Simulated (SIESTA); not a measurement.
Here is a SIESTA 5.4.2 calculation.

Contents of WS2.fdf:

```
SystemName                      WS2
SystemLabel                     WS2
NumberOfSpecies                 2
NumberOfAtoms                   3
%block ChemicalSpeciesLabel
  1  74 W
  2  16 S
%endblock ChemicalSpeciesLabel

LatticeConstant                 1.0 Ang
%block LatticeVectors
     3.1835163552     0.0000000000     0.0000000000
    -1.5917581776     2.7570060369     0.0000000000
     0.0000000000     0.0000000000    16.9505778900
%endblock LatticeVectors
AtomicCoordinatesFormat         Fractional
%block AtomicCoordinatesAndAtomicSpecies
     0.0000000000     0.0000000000     0.0000000000  1  W
     0.3333333333     0.6666666667     0.0920005100  2  S
     0.3333333333     0.6666666667     0.9079994900  2  S
%endblock AtomicCoordinatesAndAtomicSpecies

%block kgrid.MonkhorstPack
   10   0   0  0.0
    0  10   0  0.0
    0   0   2  0.0
%endblock kgrid.MonkhorstPack
XC.Functional                   GGA
XC.Authors                      PBEsol
PAO.BasisSize                   DZP
PAO.EnergyShift                 0.003 Ry
Mesh.Cutoff                     800 Ry
OccupationFunction              FD
ElectronicTemperature           0.05 eV
MaxSCFIterations                120
SCF.MustConverge                false
SCF.Mixer.Method                Pulay
SCF.Mixer.Weight                0.25
SCF.Mixer.History               8
SCF.DM.Tolerance                5.0e-05
SCF.H.Tolerance                 1.0e-03 eV
WriteForces                     true
Charge.Mulliken                 end
OpticalCalculation              true
Optical.Energy.Minimum          0.0 eV
Optical.Energy.Maximum          30 eV
Optical.Broaden                 0.2 eV
%block Optical.Mesh
  10 10 2
%endblock Optical.Mesh
Optical.OffsetMesh              true
Optical.PolarizationType        polycrystal
%block PAO.Basis
  W 5
  n=5 0 2
    3.045 0.000
  n=6 0 2
    7.595 0.000
  n=5 1 2
    3.655 0.000
  n=6 1 1
    7.595
  n=5 2 2
    6.615 0.000
%endblock PAO.Basis
```

Potentials or basis: PseudoDojo 0.4 standard (PBEsol files), DZP (energy shift 0.003 Ry; two zetas on semicore shells).

Run with:

```bash
$ siesta WS2.fdf > WS2.out 2>&1
```

**Question.** Predict the band gap on the k mesh.

**Answer.** 1.99 eV, indirect (least direct gap 2.21 eV).

**Question.** Estimate the largest force.

**Answer.** 0.303 eV/Å.

Stress tensor (GPa, compression positive):
```
-0.29  0.00  0.00
 0.00 -0.29  0.00
 0.00  0.00  1.02
```

Caveat: the basis holds too few empty states to meet the f-sum rule, so the spectrum is short of weight at high energy; short orbitals over semicore shells can move pressures by several GPa; spin-orbit coupling is left out, which moves the levels of the heavy elements; the basis of atomic orbitals isn't converged, which shifts pressures, moduli and gaps. As with any semilocal functional, this PBEsol gap is likely too small.
